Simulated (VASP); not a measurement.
# Li2O: single point with PBE

Crystal: Li2O.

```xyz
3
Lattice="-0.0679 2.2870 2.2870 2.2870 -0.0679 2.2870 2.2870 2.2870 -0.0679" Properties=species:S:1:pos:R:3 pbc="T T T"
O     0.0000    0.0000    0.0000
Li    1.1276    1.1276    1.1276
Li    3.3785    3.3785    3.3785
```

The cell was built by a generator and needn't be a form met in nature.

The cell isn't the ideal one: epitaxial_111 strain +3.0%.

```
Program             : VASP 6.6.1
Task                : single point
Functional          : PBE
Potentials or basis : VASP PAW PBE potentials, release 64 (O, Li_sv)
Cutoff              : 520 eV
k mesh              : 10 × 10 × 10
Occupations         : fermi-dirac, width 0.02 eV
Spin                : no spin polarisation
```

The largest force is 0.014 eV/Å and the band gap on the k mesh is 4.88 eV, indirect (least direct gap 5.07 eV).

Forces on the atoms (eV/Å):
```
O    0.000  0.000  0.000
Li   0.008  0.008  0.008
Li  -0.008 -0.008 -0.008
```

Levels at points of the mesh, in eV from the valence-band top:
```
           k point  band 2  band 3  band 4  band 5  band 6  band 7  band 8  band 9  band 10  band 11
(0.00, 0.00, 0.00)  -42.77  -15.49   -0.10   -0.10    0.00    5.07   11.48   11.48    12.47    18.72
(0.50, 0.00, 0.00)  -42.92  -15.28   -2.81   -0.47   -0.46    8.98    9.58   11.86    12.29    17.19
(0.50, 0.50, 0.00)  -42.86  -15.22   -1.66   -1.53   -1.31    4.88   13.12   13.50    14.54    15.54
(0.50, 0.50, 0.50)  -42.92  -15.24   -2.78   -0.61   -0.61    9.20    9.65   11.51    11.51    17.53
```

It took 25 s on 1 thread of Intel(R) Xeon(R) Platinum 8259CL CPU @ 2.50GHz (Skylake/Cascade Lake), with other jobs on the host, peak memory 0.15 GiB.

 A k mesh can miss the band edges.
